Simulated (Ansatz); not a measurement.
**Ti: levels along high-symmetry lines**

```xyz
1
Lattice="0.0000 2.0546 2.0546 2.0546 0.0000 2.0546 2.0546 2.0546 0.0000" Properties=species:S:1:pos:R:3 pbc="T T T"
Ti    0.0000    0.0000    0.0000
```

Structure from Materials Project entry mp-6985 (possibly hypothetical), not relaxed further.

Method: Ansatz 0.2.0, DFT, PBE, all-electron LAPW, scalar-relativistic.

Sampling and basis: a Γ-centred 14×14×14 k mesh, Fermi–Dirac smearing of 0.03 eV, basis error target 0.5 meV/atom, no spin polarisation.

Points in fractions of the reciprocal vectors of this cell: Γ (0, 0, 0), X (0.5, 0, 0.5), U (0.625, 0.25, 0.625), K (0.375, 0.375, 0.75), L (0.5, 0.5, 0.5), W (0.5, 0.25, 0.75). The path joins them by straight lines in the order Γ–X–U–K–Γ–L–W–X; legs that retrace an earlier one aren't tabulated. Energies are in eV from the Fermi level.

(1) Is there a gap?

(2) List the levels between -5 and 1.5 eV at the symmetry points.

## Answers

(1) none: bands cross the Fermi level, a metal.

(2) 
Γ: 0.88 (×3)
X: -2.58, -1.71
U: -1.72, -1.22, 0.68
K: -1.72, -1.22, 0.68
L: -2.58, 0.63, 0.77 (×2)
W: -1.52, -0.38 (×2)
